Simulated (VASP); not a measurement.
Here is a VASP 6.6.1 calculation.

The input INCAR:

```
SYSTEM = TePb
PREC     = Accurate       ! precision mode
ENCUT    = 600            ! plane-wave cutoff, eV
EDIFF    = 1E-7           ! SCF threshold, eV
ISMEAR   = 0              ! smearing method
SIGMA    = 0.03           ! smearing width, eV
LREAL    = .False.        ! projectors in reciprocal space
LASPH    = .True.         ! aspherical terms in the spheres
NELM     = 80             ! most SCF steps
ALGO     = Normal         ! electronic algorithm
ISIF     = 3              ! what is computed and relaxed
LWAVE    = .False.        ! write WAVECAR
LCHARG   = .False.        ! write CHGCAR
METAGGA  = R2SCAN         ! meta-GGA
LMIXTAU  = .True.       
IBRION   = 2              ! ionic algorithm
NSW      = 90             ! ionic steps
EDIFFG   = -0.005         ! ionic threshold
```

Contents of KPOINTS:

```
regular mesh
0
Gamma
  8 8 8
  0 0 0
```

File POSCAR:

```
TePb                                    
1.0
    0.0000000000      3.2676419678      3.2676419678
    3.2676419678     -0.0000000000      3.2676419678
    3.2676419678      3.2676419678      0.0000000000
  Te              Pb            
     1     1
Direct
     0.5000000000000000    0.5000000000000000    0.5000000000000000
     0.0000000000000000    0.0000000000000000    0.0000000000000000
```

Potentials or basis: VASP PAW PBE potentials, release 64 (Te, Pb_d).

Run with:

```bash
$ cat potpaw_PBE.64/Te/POTCAR potpaw_PBE.64/Pb_d/POTCAR > POTCAR
$ mpirun -np 1 vasp_std > vasp.out
```

Question: What does it give for the band gap on the k mesh?

Answer: 1.09 eV, direct.

Final structure:
```
CELL_PARAMETERS angstrom
0.00000 3.26764 3.26764
3.26764 0.00000 3.26764
3.26764 3.26764 0.00000
ATOMIC_POSITIONS crystal
Te 0.50000 0.50000 0.50000
Pb 0.00000 0.00000 0.00000
```

Caveat: the relaxation stopped at its first step, so nothing moved; spin-orbit coupling is left out, which as a rule narrows the gap of such compounds by several tenths of an eV. A k mesh can miss the band edges.
